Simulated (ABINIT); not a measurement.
Runs of ABINIT 10.8.3 (patched build) on RbCl. It takes space group Fm-3m (No. 225, cubic). The conventional cell has a = 6.548 Å, b = 6.548 Å, c = 6.548 Å, α = 90.00°, β = 90.00°, γ = 90.00°. Rb (site symmetry m-3m) has 6 Cl at 3.27 Å as nearest neighbours. Cl (site symmetry m-3m) has 6 Rb at 3.27 Å as nearest neighbours. 

| task | level | potentials or basis | k mesh | cutoff (eV) | smearing | fine-grid cutoff | most SCF steps | gap on the mesh (eV) | pressure (GPa) |
| --- | --- | --- | --- | --- | --- | --- | --- | --- | --- |
| band structure | TB-mBJ | JTH PAW LDA v2.0 | 7 × 7 × 7 | 816 | fermi-dirac 0.05 eV | 1414.99 eV | - | 8.51 | - |
| band structure | PBE | JTH PAW PBE v2.0 | 7 × 7 × 7 | 680 | fermi-dirac 0.05 eV | 1278.94 eV | - | 5.04 | (b) |
| single point | PBEsol | PseudoDojo NC SR PBEsol v0.4.1 standard | 7 × 7 × 7 | 789 | fermi-dirac 0.05 eV | - | - | 4.89 | 0.0 |
| band structure | PBEsol | PseudoDojo NC SR PBEsol v0.4.1 standard | 7 × 7 × 7 | 789 | fermi-dirac 0.05 eV | - | - | 4.89 | 0.0 |
| band structure | r2SCAN | JTH PAW PBE v2.0 | 7 × 7 × 7 | 816 | fermi-dirac 0.05 eV | 1414.99 eV | - | (a) | 0.6 |
| band structure | LDA | JTH PAW LDA v2.0 | 7 × 7 × 7 | 680 | fermi-dirac 0.05 eV | 1278.94 eV | - | 4.58 | -1.3 |
| single point | PBE0 | SPMS NC PBE v1.0 | 6 × 6 × 6 | 490 | fixed | - | 60 | 7.06 | 0.7 |

Alike in all rows: no spin polarisation; cell as given.

**Question.** Estimate the missing entries.

**Answer.** (a) 5.65; (b) 1.3.

Caveats: the PAW data sets were made with another functional, which shifts forces and pressure a little (some runs); the constant c of TB-mBJ comes from the pseudo density here, which moves gaps by up to 0.3 eV between sets of potentials (some runs); an odd mesh through Γ misses points on the zone boundary, where band edges often lie (some runs); the potentials were made for another functional, which shifts forces and pressure (some runs).

A k mesh can miss the band edges, and the runs leave out spin-orbit coupling on Rb.
